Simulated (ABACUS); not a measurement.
Al, 1 atom in the cell. Symmetry: Fm-3m, No. 225, cubic system. Conventional cell: a = 4.050 Å, b = 4.050 Å, c = 4.050 Å, α = 90.00°, β = 90.00°, γ = 90.00°. Around Al (site symmetry m-3m) lie 12 Al at 2.86 Å. 

```yaml
Program: ABACUS 3.10.1
Task: single point
Functional: PBE
Potentials_or_basis: PseudoDojo NC SR 0.4.1 PBE standard
Cutoff: 1361 eV
Density_cutoff: 5442 eV
Basis: DZP LCAO (the cutoffs set its grid)
k_mesh: 8 × 8 × 8
Occupations: fermi-dirac, width 0.05 eV
Spin: no spin polarisation
Radial_cutoff_of_the_potentials_pseudo_rcut: 7 bohr
Orbital_files: Al Al_confined-atom_8au_2s2p1d.orb
SCF_threshold_on_the_density: 1e-07
Max_SCF_steps: 100
Eigensolver: genelpa
Mixing: broyden
Mixing_share: 0.7
Symmetry_key: 1
Bands: 12
```

Potentials or basis: PseudoDojo NC SR 0.4.1 PBE standard, DZP LCAO (the cutoffs set its grid).

The run is started by

```bash
$ OMP_NUM_THREADS=1 python run_abacus.py > log
```

Hardware: 4 MPI ranks on Intel(R) Xeon(R) 6975P-C (Granite Rapids), with other jobs on the host.

Question: How long does it take, and how much memory?

Answer: It took 3.8 s on 4 MPI ranks on Intel(R) Xeon(R) 6975P-C (Granite Rapids) (shared host), peak memory 0.4 GiB a rank. Counts: scf iterations 7, k points 29, bands 12, basis 13, ranks 4.
